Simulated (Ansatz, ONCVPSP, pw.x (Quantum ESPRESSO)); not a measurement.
Equation-of-state test of one ONCV potential (Os (Z = 76))

* Element: Os (Z = 76)
* Generator: ONCVPSP 4.0.1.1 (patched build)
* Type: optimised norm-conserving Vanderbilt (ONCV)
* Functional: PBE
* Relativity: scalar-relativistic
* Frozen core: [Kr] 4d10 4f14
* Valence charge: 16
* Reference configuration: 5s2 5p6 5d6 6s2
* Partial waves: 5s+6s: rc 1.50 bohr, ncon 3, nbas 7, qcut 7.7 1/bohr, 2 projectors; 5p: rc 1.60 bohr, ncon 4, nbas 8, qcut 6.8 1/bohr, 2 projectors, debl 0.7 Ha; 5d: rc 2.45 bohr, ncon 4, nbas 9, qcut 5.7 1/bohr, 1 projector
* Local potential: polynomial inside 1.40 bohr (lpopt 5, dvloc0 6 Ha)
* Core correction: Teter function, fcfact 1.7, rcfact 1.35

In the p channel the program set the typed energies aside and used -1.868, 0.250 Ha.

Crystal test: bcc Os in pw.x 7.5, no spin, 15³ k-points, Fermi–Dirac smearing 0.01 Ry, cutoffs 65/260 Ry. The reference is all-electron LAPW (Ansatz 0.2.0) with the same functional, mesh and smearing; V0 and B0 come from Birch–Murnaghan fits to the pressures at five volumes. Errors are pseudo minus all-electron; Δ is the rms difference of the E(V) curves that follow from these fits, minima aligned, over ±6 % about the mean V0. Mesh and smearing are coarse, so the numbers serve the comparison and aren't converged zero-temperature values; the lattice is a test structure that the element need not adopt.

```csv
V (Å³/atom),P all-electron (GPa),P pseudo (GPa)
14.054,20.14,18.84
14.424,9.33,8.20
14.794,-0.02,-1.02
15.164,-8.10,-8.99
15.534,-15.08,-15.87
```

All-electron: a0 = 3.093 Å (V0 = 14.79 Å³/atom), B0 = 347.4 GPa.

Pseudopotential: mean pressure error (GPa): -1.02; a0 (Å): 3.090; a0 error (%): -0.10; B0 error (%): -0.1; Δ (meV/atom): 3.3.

Q: At the middle volume, how do free energy and pressure move when the wave cutoff is lowered (ecutrho kept at four times it)?

A:

| cutoff (Ry) | shift of F (meV/atom) | shift of P (GPa) |
| --- | --- | --- |
| 29 | +2395.7 | -77.60 |
| 39 | +374.1 | -23.02 |
| 52 | +10.2 | -0.98 |

Input at the middle volume:

```
&control
  calculation='scf', prefix='x', pseudo_dir='./', outdir='./tmp', tstress=.true., disk_io='none'
/
&system
  ibrav=0, nat=1, ntyp=1, ecutwfc=65, ecutrho=260, nbnd=16,
  occupations='smearing', smearing='fd', degauss=0.01
/
&electrons
  conv_thr=1e-09, mixing_beta=0.4, electron_maxstep=70
/
ATOMIC_SPECIES
Os 1.0 Os.UPF
CELL_PARAMETERS angstrom
  -1.54647133 1.54647133 1.54647133
  1.54647133 -1.54647133 1.54647133
  1.54647133 1.54647133 -1.54647133
ATOMIC_POSITIONS crystal
Os 0.0000 0.0000 0.0000
K_POINTS automatic
15 15 15 0 0 0
```

```bash
pw.x < Os.scf.in > Os.scf.out
```

Lines of the output:

```
Message from routine setup:
     using ibrav=0 with symmetry is DISCOURAGED, use correct ibrav instead
     lattice parameter (alat)  =       5.0618  a.u.
     unit-cell volume          =      99.8349 (a.u.)^3
     number of electrons       =        16.00
     number of Kohn-Sham states=           16
     kinetic-energy cutoff     =      65.0000  Ry
     charge density cutoff     =     260.0000  Ry
     scf convergence threshold =      1.0E-09
     Exchange-correlation= PBE
     number of k points=   120  Fermi-Dirac smearing, width (Ry)=  0.0100
     iteration #  1     ecut=    65.00 Ry     beta= 0.40
     total energy              =    -187.50534044 Ry
     estimated scf accuracy    <       0.02307340 Ry
     iteration #  2     ecut=    65.00 Ry     beta= 0.40
     total energy              =    -187.50669882 Ry
     estimated scf accuracy    <       0.00255852 Ry
     iteration #  3     ecut=    65.00 Ry     beta= 0.40
     total energy              =    -187.50700300 Ry
     estimated scf accuracy    <       0.00021367 Ry
     iteration #  4     ecut=    65.00 Ry     beta= 0.40
     total energy              =    -187.50701011 Ry
     estimated scf accuracy    <       0.00000183 Ry
     iteration #  5     ecut=    65.00 Ry     beta= 0.40
     total energy              =    -187.50701050 Ry
     estimated scf accuracy    <       0.00000014 Ry
     iteration #  6     ecut=    65.00 Ry     beta= 0.40
     total energy              =    -187.50701052 Ry
     estimated scf accuracy    <          3.7E-09 Ry
     iteration #  7     ecut=    65.00 Ry     beta= 0.40
     the Fermi energy is    24.9294 ev
!    total energy              =    -187.50701052 Ry
     estimated scf accuracy    <          2.8E-10 Ry
     smearing contrib. (-TS)   =      -0.00628586 Ry
     The total energy is F=E-TS. E is the sum of the following terms:
     one-electron contribution =     -26.95322006 Ry
     hartree contribution      =      23.45368821 Ry
     xc contribution           =     -24.60455915 Ry
     ewald contribution        =    -159.39663366 Ry
     convergence has been achieved in   7 iterations
          total   stress  (Ry/bohr**3)                   (kbar)     P=      -10.16
     Message from routine punch:
     Nothing written, as per user request (disk_io='none')
```

The run at the middle volume (120 k-points, 7 iterations) took about 11 s on one core of a shared host (Neoverse-V2, 96 threads, 742 GiB, load 67).
